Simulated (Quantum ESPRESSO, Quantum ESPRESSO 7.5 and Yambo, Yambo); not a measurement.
# A GW chain in Yambo: ZnSe (Stilleite)

Wanted: ground state, empty states, screening and self-energy for ZnSe (Stilleite).

Main program and level: Quantum ESPRESSO 7.5 and Yambo 5.3.0; PBE and many-body steps on it, plane waves.

**Experimental background.**

- Gap 2.695 ± 0.003 eV: excitonic gap from free-exciton PL, not corrected for exciton binding; photoluminescence; 300 K; bulk crystal (Bridgman-grown crystal, polished and etched) (“Alloy Disordering Effects on the Thermal Conductivity and Energy Gap Temperature Dependence of Cd1−xZnxSe Ternary Crystals Grown by the Bridgman Method”, 2023, pmc:10253836).

This is a report of a sequence of runs, with most program output left out.

### Step 1. The structure

The structure is cubic, space group F-43m (No. 216). Conventional cell: a = 5.668 Å, b = 5.668 Å, c = 5.668 Å, α = 90.00°, β = 90.00°, γ = 90.00°. Zn has 4 Se at 2.45 Å nearest. Nearest to Se lie 4 Zn at 2.45 Å. Farther neighbours and most contacts between anions are not listed.

The cell and positions come from the Crystallography Open Database and are kept as given unless a step says otherwise.

### Step 2. Ground state

This step: Quantum ESPRESSO 7.5; DFT, PBE, plane waves, norm-conserving pseudopotentials.

The ground-state density comes first.

Contents of pw.in:

```
&control
  calculation = 'scf'
  prefix = 'x'
  outdir = 'o'
  pseudo_dir = 'pseudo'
/
&system
  ibrav = 0
  nat = 2
  ntyp = 2
  ecutwfc = 78.0
  nbnd = 23
  force_symmorphic = .true.
/
&electrons
  conv_thr = 1e-10
  electron_maxstep = 80
  mixing_beta = 0.5
/
ATOMIC_SPECIES
  Zn 65.38 Zn.upf
  Se 78.971 Se.upf
CELL_PARAMETERS angstrom
  -0.0000000000 2.8338000000 2.8338000000
  2.8338000000 -0.0000000000 2.8338000000
  2.8338000000 2.8338000000 0.0000000000
ATOMIC_POSITIONS crystal
  Zn 0.0000000000 0.0000000000 0.0000000000
  Se 0.2500000000 0.2500000000 0.2500000000
K_POINTS automatic
  6 6 6 0 0 0
```

On the command line:

```bash
$ OMP_NUM_THREADS=1 mpirun -n 4 pw.x -nk 4 -in pw.in > pw.out
```

Elapsed: 7.8 s, on 4 MPI ranks of Arm Neoverse V1, shared host; peak memory 0.28 GiB.

This step gave:

| Quantity | Value |
| --- | --- |
| total energy | -8988.7273 eV |
| gap | 1.288 eV |
| k of the valence top | 0, 0, 0 |
| k of the conduction bottom | 0, 0, 0 |
| least direct gap | 1.288 eV |

The gap is direct, at Γ.

### Step 3. Bands along the symmetry lines

The cheap functional maps the bands first; the places of the edges decide which points the dearer methods must see.

Contents of pw.in:

```
&control
  calculation = 'bands'
  prefix = 'x'
  outdir = 'o'
  pseudo_dir = 'pseudo'
/
&system
  ibrav = 0
  nat = 2
  ntyp = 2
  ecutwfc = 78.0
  nbnd = 24
  force_symmorphic = .true.
/
&electrons
  conv_thr = 1e-9
  electron_maxstep = 80
  diago_full_acc = .true.
  diago_thr_init = 5e-6
/
ATOMIC_SPECIES
  Zn 65.38 Zn.upf
  Se 78.971 Se.upf
CELL_PARAMETERS angstrom
  -0.0000000000 2.8338000000 2.8338000000
  2.8338000000 -0.0000000000 2.8338000000
  2.8338000000 2.8338000000 0.0000000000
ATOMIC_POSITIONS crystal
  Zn 0.0000000000 0.0000000000 0.0000000000
  Se 0.2500000000 0.2500000000 0.2500000000
K_POINTS crystal
  50
  0.00000000 0.00000000 0.00000000 1
  -0.06250000 -0.06250000 0.00000000 1
  -0.12500000 -0.12500000 0.00000000 1
  -0.18750000 -0.18750000 0.00000000 1
  -0.25000000 -0.25000000 0.00000000 1
  -0.31250000 -0.31250000 0.00000000 1
  -0.37500000 -0.37500000 0.00000000 1
  -0.43750000 -0.43750000 0.00000000 1
  -0.50000000 -0.50000000 0.00000000 1
  -0.48437500 -0.48437500 0.03125000 1
  -0.46875000 -0.46875000 0.06250000 1
  -0.45312500 -0.45312500 0.09375000 1
  -0.43750000 -0.43750000 0.12500000 1
  -0.42187500 -0.42187500 0.15625000 1
  -0.40625000 -0.40625000 0.18750000 1
  -0.39062500 -0.39062500 0.21875000 1
  -0.37500000 -0.37500000 0.25000000 1
  -0.37500000 0.00000000 0.37500000 1
  -0.32812500 0.00000000 0.32812500 1
  -0.28125000 0.00000000 0.28125000 1
  -0.23437500 0.00000000 0.23437500 1
  -0.18750000 0.00000000 0.18750000 1
  -0.14062500 0.00000000 0.14062500 1
  -0.09375000 0.00000000 0.09375000 1
  -0.04687500 0.00000000 0.04687500 1
  0.00000000 0.00000000 0.00000000 1
  0.00000000 0.00000000 0.06250000 1
  0.00000000 0.00000000 0.12500000 1
  0.00000000 0.00000000 0.18750000 1
  0.00000000 0.00000000 0.25000000 1
  0.00000000 0.00000000 0.31250000 1
  0.00000000 0.00000000 0.37500000 1
  0.00000000 0.00000000 0.43750000 1
  0.00000000 0.00000000 0.50000000 1
  -0.06250000 -0.03125000 0.46875000 1
  -0.12500000 -0.06250000 0.43750000 1
  -0.18750000 -0.09375000 0.40625000 1
  -0.25000000 -0.12500000 0.37500000 1
  -0.31250000 -0.15625000 0.34375000 1
  -0.37500000 -0.18750000 0.31250000 1
  -0.43750000 -0.21875000 0.28125000 1
  -0.50000000 -0.25000000 0.25000000 1
  -0.50000000 -0.28125000 0.21875000 1
  -0.50000000 -0.31250000 0.18750000 1
  -0.50000000 -0.34375000 0.15625000 1
  -0.50000000 -0.37500000 0.12500000 1
  -0.50000000 -0.40625000 0.09375000 1
  -0.50000000 -0.43750000 0.06250000 1
  -0.50000000 -0.46875000 0.03125000 1
  -0.50000000 -0.50000000 0.00000000 1
```

It took 5.9 s on 4 MPI ranks; peak memory 0.23 GiB; 23 s of CPU time.

This step gave:

- gap: 1.288 eV
- k of the valence top: 0, 0, 0
- k of the conduction bottom: 0, 0, 0
- least direct gap: 1.288 eV

The gap is 1.288 eV, as in the run before at this level.

Electronic bands along the path, in eV, zero at the top of the highest filled band:

```tsv
point	band 15	band 16	band 17	band 18	band 19	band 20	band 21	band 22
Γ	-6.17	0.00	0.00	0.00	1.29	5.81	5.81	5.81
halfway	-6.15	-2.88	-1.25	-1.25	3.93	4.03	8.04	8.04
X	-5.99	-4.75	-2.18	-2.18	2.99	3.47	10.73	11.26
halfway	-5.96	-4.73	-2.56	-2.08	3.26	4.06	9.96	10.51
U	-5.91	-4.71	-3.08	-1.79	3.59	5.60	9.05	9.28
jump to K	-5.91	-4.71	-3.08	-1.79	3.59	5.60	9.05	9.28
halfway	-6.15	-3.33	-1.73	-0.49	3.79	5.97	6.67	6.69
Γ	-6.17	0.00	0.00	0.00	1.29	5.81	5.81	5.81
halfway	-6.17	-3.04	-0.48	-0.48	2.75	6.45	6.45	6.57
L	-6.01	-5.22	-0.87	-0.87	2.55	6.39	6.39	8.57
halfway	-5.96	-4.89	-2.40	-1.46	4.23	5.56	7.42	8.67
W	-5.87	-4.68	-2.76	-2.66	5.48	5.56	6.97	7.72
halfway	-5.93	-4.72	-2.48	-2.43	3.88	4.29	9.22	9.31
X	-5.99	-4.75	-2.18	-2.18	2.99	3.47	10.73	11.26
```

### Step 4. Empty states on the mesh, 4×4×4 mesh, 310 bands

The sums over transitions need many empty states on a uniform mesh; this step solves for them.

Contents of pw.in:

```
&control
  calculation = 'nscf'
  prefix = 'x'
  outdir = 'o'
  pseudo_dir = 'pseudo'
/
&system
  ibrav = 0
  nat = 2
  ntyp = 2
  ecutwfc = 78.0
  nbnd = 310
  force_symmorphic = .true.
/
&electrons
  conv_thr = 1e-9
  electron_maxstep = 80
  diago_full_acc = .true.
  diago_thr_init = 5e-6
/
ATOMIC_SPECIES
  Zn 65.38 Zn.upf
  Se 78.971 Se.upf
CELL_PARAMETERS angstrom
  -0.0000000000 2.8338000000 2.8338000000
  2.8338000000 -0.0000000000 2.8338000000
  2.8338000000 2.8338000000 0.0000000000
ATOMIC_POSITIONS crystal
  Zn 0.0000000000 0.0000000000 0.0000000000
  Se 0.2500000000 0.2500000000 0.2500000000
K_POINTS automatic
  4 4 4 0 0 0
```

Elapsed: 30 s, on 4 MPI ranks; peak memory 0.6 GiB.

Numbers from this step:

```
gap                                                           : 1.288 eV
k of the valence top                                          : 0, 0, 0
k of the conduction bottom                                    : 0, 0, 0
least direct gap                                              : 1.288 eV
k points computed                                             : 8
lowest point of the top converged band, above the valence top : 189.0182 eV
```

On this mesh the gap is 1.288 eV.

### Step 5. Conversion and set-up

This step: Yambo 5.3.0; conversion and set-up on PBE, plane waves, norm-conserving pseudopotentials.

The states are converted to the many-body program's format and the q mesh is built.

On the command line:

```bash
$ (cd o/x.save; p2y > p2y.log; mv SAVE ../..); yambo > setup.log
```

It took 2.5 s on 1 MPI rank; peak memory 0.25 GiB.

### Step 6. Screening and self-energy, 4×4×4 mesh, 310 bands, screening to 217.7 eV

Now the one-shot GW correction: screening in the RPA, then the self-energy of the levels asked for.

This step: G0W0 on PBE, plane waves, norm-conserving pseudopotentials.

Contents of gw3.in:

```
HF_and_locXC
gw0
dyson
ppa
em1d
rim_cut
RandQpts= 1000000
RandGvec= 1 RL
EXXRLvcs= 78 Ry
VXCRLvcs= 312 Ry
Chimod= "HARTREE"
% BndsRnXp
 1 | 310 |
%
NGsBlkXp= 16 Ry
% LongDrXp
 1 | 1 | 1 |
%
% GbndRnge
 1 | 310 |
%
DysSolver= "n"
ExtendOut
PPAPntXp= 27.21138 eV
% QPkrange
 1 | 1 | 17 | 20 |
%
```

On the command line:

```bash
$ OMP_NUM_THREADS=1 mpirun -n 4 yambo -F gw3.in -J gw3 -C gw3 > gw3.log
```

It took 6.3 min on 4 MPI ranks; peak memory 2.2 GiB.

Numbers from this step:

```
G0W0 gap on the points computed              : 2.534 eV
starting gap on the mesh                     : 1.288 eV
k of the valence top                         : 0, 0, 0
k of the conduction bottom                   : 0, 0, 0
least direct G0W0 gap on the computed points : 2.534 eV
Z at the valence top                         : 0.7968
Z at the conduction bottom                   : 0.8125
```

The gap on the mesh goes from 1.29 eV to 2.53 eV, a correction of +1.25 eV.

Limits: finite bands, cutoff and mesh; exchange with frozen shells missing; no spin-orbit coupling; coarse k mesh. v1 is the top filled band, c1 the lowest empty one. The levels before and after the correction (eV, zero at the valence-band top of each column):

```tsv
	conduction bottom	valence top
Kohn-Sham	1.29	0.00
G0W0	2.53	0.00
```

```tsv
	level	energy (eV)
Kohn-Sham	Γ v2-v1	0.000
Kohn-Sham	Γ c1	1.288
Kohn-Sham	Γ c2	5.815
G0W0	Γ v2-v1	0.000
G0W0	Γ c1	2.534
G0W0	Γ c2	7.532
```

### Step 7. Where the time went

Times are wall times on the hardware named with each run, good to a factor of about two.

```tsv
step	time	share	memory (GiB)
ground state	7.8 s	2 %	0.28
bands along the symmetry lines	5.9 s	1 %	0.23
empty states on the mesh	30 s	7 %	0.6
conversion and set-up	2.5 s	1 %	0.25
screening and self-energy	6.3 min	89 %	2.2
```

### Step 8. Outcome

```
PBE gap              : 1.29 eV, direct
G0W0 gap on the mesh : 2.53 eV
GW settings          : 4×4×4 mesh, 310 bands, screening to 217.7 eV, Godby-Needs plasmon pole
known limits         : not at the basis limit; exchange with frozen shells missing; no spin-orbit coupling; coarse k mesh
```

In words: G0W0 moves the gap on the mesh from 1.29 eV to 2.53 eV (+1.25 eV), with Z of 0.80 and 0.81 at the edges. Only 1 of the mesh's irreducible points was corrected, so a valley elsewhere could overtake. The dearest step here is «screening and self-energy». Against experiment, by G0W0@PBE: the direct gap of 2.53 eV lies −0.16 eV from the measured 2.695 ± 0.003 eV (exciton, 300 K, 2023). An exciton line or allowed optical edge lies below the quasiparticle gap by the binding energy; a forbidden edge can push the onset above it. The calculation has static nuclei and no excitons; a measured gap holds zero-point and thermal motion, which mostly lowers it. Bands and cutoff are finite, so the gap is not at the basis limit. The miss can reach some tenths of an eV and take either sign; the mesh is an error of its own. In the G0W0 run levels were corrected at 1 k point alone, so a gap called «on the mesh» is the least over those, and an edge elsewhere would be missed. The 4×4×4 mesh is coarse for this cell, which bears on the long-range parts of exchange and screening. The norm-conserving file of at least one element keeps a d shell over frozen s and p shells of the same row. Exchange with those shells is missing from the self-energy, an error of 0.3 to 0.9 eV in cases checked, whose sign depends on which edge lies on those atoms. The many-body steps are scalar-relativistic: spin-orbit coupling is not in them.

[Paths, hosts, dates, memory and timing lines, banners, echoed tables and standing remarks are left out of the program output.]

[Logs are printed without paths, hosts, clocks, repeated set-up lines and the standing remarks that a program may print on its own settings, such as how far it seeks lower states.]

[Runs of the session that timed out or met a known fault of the program may be left out.]

[Hosts, paths, dates, database ids (printed as entryN), source tags and the programs' standing remarks are cut or masked in the printed files.]
